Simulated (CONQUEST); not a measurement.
# Nb under changes of volume

One of the cells (18.428 Å³/atom); the others are scaled copies at fixed shape and fractional positions:

```
Nb
1.0
     3.32790    0.00000    0.00000
     0.00000    3.32790    0.00000
     0.00000    0.00000    3.32790
Nb
2
Direct
  0.00000 0.00000 0.00000
  0.50000 0.50000 0.50000
```

| Item | Value |
| --- | --- |
| Program | CONQUEST 1.3 |
| Functional | PBE |
| Potentials or basis | PseudoDojo NC PBE, DZP, grid of 32 × 32 × 32 points |
| k mesh | 8 × 8 × 8 |
| Occupations | fermi-dirac, width 0.05 eV |
| Spin | no spin polarisation |

```tsv
volume (Å³/atom)	energy over the lowest point (meV/atom)	pressure (GPa)
17.322	26.28	9.8
17.691	8.92	5.6
18.060	0.00	2.3
18.428	0.83	-1.9
18.797	?	?
19.165	22.64	-8.1
19.534	44.14	-10.2
```

What does the run at 18.797 Å³/atom give?

Energy over the lowest point 8.60 meV/atom; pressure -4.3 GPa.

Worked out: A Birch-Murnaghan fit of order 3 (a polynomial in V^(-2/3)) to the other rows has its minimum at 18.24 Å³/atom with B0 = V·E''(V) = 172 GPa and B' = 3.3. It gives 8.13 meV/atom at 18.797 Å³/atom, against the run's 8.60, and -dE/dV = -4.9 GPa, against -4.3.

Energies are extrapolated to zero smearing.

Caveats: the basis of atomic orbitals isn't converged, which shifts pressures, moduli and gaps.
